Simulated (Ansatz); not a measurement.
A run of Ansatz 0.2.0:

The input input.yaml:

```yaml
crystal:
  lattice:
    - [1.397149, -2.600516, 0.0]
    - [1.397149, 2.600516, 0.0]
    - [0.0, 0.0, 2.698231]
  atoms:
    - { symbol: Ge, position: [0.5, 0.5, 0.0] }
hamiltonian:
  xc: pbe
  pseudopotentials: { kind: paw }
  dispersion: d3bj
kpoints:
  mp_grid: { grid: [11, 11, 10] }
scf:
  occupations: { method: fermi_dirac, width: 0.05 }
output:
  forces: true
  stress: true
  eigenvalues: true
relax:
  f_tol: 0.01
  max_steps: 40
  cell: { stress_tol: 0.05 }
```

Potentials or basis: Ansatz PAW.

Run with:

```bash
$ ansatz run input.yaml --threads 2 --pin off --max-ram 5632MiB --backend cpu --events-out ev --progress --plain --runs-dir out
```

Hardware: 2 threads of Arm Neoverse V1 (shared host).

Problem. How long does it take, and how much memory?

Solution. Wall time 14 s on 2 threads of Arm Neoverse V1, on a shared host, peak memory 0.34 GiB. Counts: scf iterations 32, plane waves 385, k points 216, bands 11, ion steps 8.
